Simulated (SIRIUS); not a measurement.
# Ru (P6_3/mmc) in SIRIUS: equation of state, part 2 of 2

SIRIUS 7.12.0.

## Step 3: Single point, PBEsol, 13.03 Å³/atom (volume scaled by 0.96)

The input, sirius.json:

```json
{
  "control": {
    "processing_unit": "cpu",
    "verbosity": 2,
    "num_bands_to_print": 25,
    "print_forces": true,
    "print_stress": true
  },
  "parameters": {
    "electronic_structure_method": "pseudopotential",
    "xc_functionals": ["XC_GGA_X_PBE_SOL", "XC_GGA_C_PBE_SOL"],
    "gk_cutoff": 9.2,
    "pw_cutoff": 18.4,
    "ngridk": [11, 11, 6],
    "shiftk": [0, 0, 0],
    "smearing": "fermi_dirac",
    "smearing_width": 0.0018374661,
    "num_bands": 25,
    "num_mag_dims": 0,
    "num_dft_iter": 100,
    "energy_tol": 1e-08,
    "density_tol": 1e-06
  },
  "iterative_solver": {
    "type": "davidson",
    "min_tolerance": 1e-10
  },
  "mixer": {
    "type": "anderson",
    "beta": 0.7,
    "max_history": 8
  },
  "settings": {
    "tol_ne": 1e-10,
    "pseudo_grid_cutoff": 6.5
  },
  "unit_cell": {
    "lattice_vectors": [
      [5.044114896303, 0.0, 0.0],
      [-2.522057448057, 4.368331639897, 0.0],
      [0.0, 0.0, 7.982258694005]
    ],
    "atom_coordinate_units": "lattice",
    "atom_types": ["Ru"],
    "atom_files": {
      "Ru": "Ru.json"
    },
    "atoms": {
      "Ru": [
        [0.6666666667, 0.3333333333, 0.75],
        [0.3333333333, 0.6666666667, 0.25]
      ]
    }
  }
}
```

Potentials or basis: PseudoDojo 0.4.1 PBEsol standard (scalar relativistic).

Launch:

```sh
$ upf_to_json Ru.upf
$ OMP_NUM_THREADS=4 sirius.scf --input=sirius.json --output=out.json --task=0
```

It took 12 s on 4 threads of Intel Xeon 6975P-C (Granite Rapids), shared host; peak memory 0.35 GiB.

The run converged. Its results:

```
Free energy            : -5497.9976 eV
Pressure               : 8.7 GPa
Band gap on the k mesh : none (metal or under the smearing width)
```

## Step 4: Single point, PBEsol, 13.30 Å³/atom (volume scaled by 0.98)

sirius.json: that of step 3 with these lines changed.

```diff
@@ -38,5 +38,5 @@
     "lattice_vectors": [
-      [5.044114896303, 0.0, 0.0],
-      [-2.522057448057, 4.368331639897, 0.0],
-      [0.0, 0.0, 7.982258694005]
+      [5.078902994923, 0.0, 0.0],
+      [-2.539451497367, 4.398459017024, 0.0],
+      [0.0, 0.0, 8.037310493667]
     ],
```

Launch:

```sh
$ upf_to_json Ru.upf
$ OMP_NUM_THREADS=4 sirius.scf --input=sirius.json --output=out.json --task=0
```

Run time: 12 s. Hardware: 4 threads of Intel Xeon 6975P-C (Granite Rapids), shared host; peak memory 0.35 GiB.

Results (log left out):

- Free energy: -5498.0141 eV
- Pressure: 1.1 GPa
- Band gap on the k mesh: none (metal or under the smearing width)

## Step 5: Single point, PBEsol, 13.57 Å³/atom

sirius.json: that of step 4 with these lines changed.

```diff
@@ -38,5 +38,5 @@
     "lattice_vectors": [
-      [5.078902994923, 0.0, 0.0],
-      [-2.539451497367, 4.398459017024, 0.0],
-      [0.0, 0.0, 8.037310493667]
+      [5.113220948012, 0.0, 0.0],
+      [-2.556610474006, 4.428179236217, 0.0],
+      [0.0, 0.0, 8.091618293035]
     ],
```

Launch:

```sh
$ upf_to_json Ru.upf
$ OMP_NUM_THREADS=4 sirius.scf --input=sirius.json --output=out.json --task=0
```

It took 12 s on 4 threads of Intel Xeon 6975P-C (Granite Rapids), shared host; peak memory 0.36 GiB.

Results (log left out):

- Free energy: -5498.0062 eV
- Pressure: -5.7 GPa
- Band gap on the k mesh: none (metal or under the smearing width)

## Step 6: Single point, PBEsol, 13.85 Å³/atom (volume scaled by 1.02)

sirius.json: that of step 5 with these lines changed.

```diff
@@ -38,5 +38,5 @@
     "lattice_vectors": [
-      [5.113220948012, 0.0, 0.0],
-      [-2.556610474006, 4.428179236217, 0.0],
-      [0.0, 0.0, 8.091618293035]
+      [5.147084325215, 0.0, 0.0],
+      [-2.573542162702, 4.457505781239, 0.0],
+      [0.0, 0.0, 8.145206730926]
     ],
```

Potentials or basis: PseudoDojo 0.4.1 PBEsol standard (scalar relativistic).

Launch:

```sh
$ upf_to_json Ru.upf
$ OMP_NUM_THREADS=4 sirius.scf --input=sirius.json --output=out.json --task=0
```

Run time: 17 s. Hardware: 4 threads of Intel Xeon 6975P-C (Granite Rapids), shared host; peak memory 0.37 GiB.

Results (log left out):

```
Free energy            : -5497.9767 eV
Pressure               : -11.7 GPa
Band gap on the k mesh : none (metal or under the smearing width)
```

## Step 7: Single point, PBEsol, 14.12 Å³/atom (volume scaled by 1.04)

sirius.json: that of step 6 with these lines changed.

```diff
@@ -38,5 +38,5 @@
     "lattice_vectors": [
-      [5.147084325215, 0.0, 0.0],
-      [-2.573542162702, 4.457505781239, 0.0],
-      [0.0, 0.0, 8.145206730926]
+      [5.180507887371, 0.0, 0.0],
+      [-2.590253943591, 4.486451434953, 0.0],
+      [0.0, 0.0, 8.198099165679]
     ],
```

Launch:

```sh
$ upf_to_json Ru.upf
$ OMP_NUM_THREADS=4 sirius.scf --input=sirius.json --output=out.json --task=0
```

It took 22 s on 4 threads of Intel Xeon 6975P-C (Granite Rapids), shared host; peak memory 0.38 GiB.

Results (log left out):

```
Free energy            : -5497.9279 eV
Pressure               : -17.1 GPa
Band gap on the k mesh : none (metal or under the smearing width)
```

## Step 8: Single point, PBEsol, 14.39 Å³/atom (volume scaled by 1.06)

sirius.json: that of step 7 with these lines changed.

```diff
@@ -38,5 +38,5 @@
     "lattice_vectors": [
-      [5.180507887371, 0.0, 0.0],
-      [-2.590253943591, 4.486451434953, 0.0],
-      [0.0, 0.0, 8.198099165679]
+      [5.213505642452, 0.0, 0.0],
+      [-2.606752821321, 4.515028329211, 0.0],
+      [0.0, 0.0, 8.250317765669]
     ],
```

Launch:

```sh
$ upf_to_json Ru.upf
$ OMP_NUM_THREADS=4 sirius.scf --input=sirius.json --output=out.json --task=0
```

Run time: 21 s. Hardware: 4 threads of Intel Xeon 6975P-C (Granite Rapids), shared host; peak memory 0.39 GiB.

The run converged. Its results:

| Property | Result |
| --- | --- |
| Free energy | -5497.8620 eV |
| Pressure | -21.8 GPa |
| Band gap on the k mesh | none (metal or under the smearing width) |

## Step 9: Equation of state, PBEsol

Potentials or basis: PseudoDojo 0.4.1 PBEsol standard (scalar relativistic).

This step only gathers the single runs of the series.

What came out:

| Item | Value |
| --- | --- |
| Equilibrium volume | 13.35 Å³/atom |
| Bulk modulus at fixed shape and positions | 347 GPa |
| Pressure derivative of the bulk modulus | 4.8 |

Energy against volume, from the lowest point:
```tsv
volume (Å³/atom)	energy (meV/atom)
12.760	30.25
13.032	8.27
13.303	0.00
13.575	3.93
13.846	18.71
14.118	43.11
14.389	76.05
```

Caveat: the cell was scaled at fixed shape and fractional positions, which overstates the stiffness of a crystal with free parameters, most of all of layers and chains.
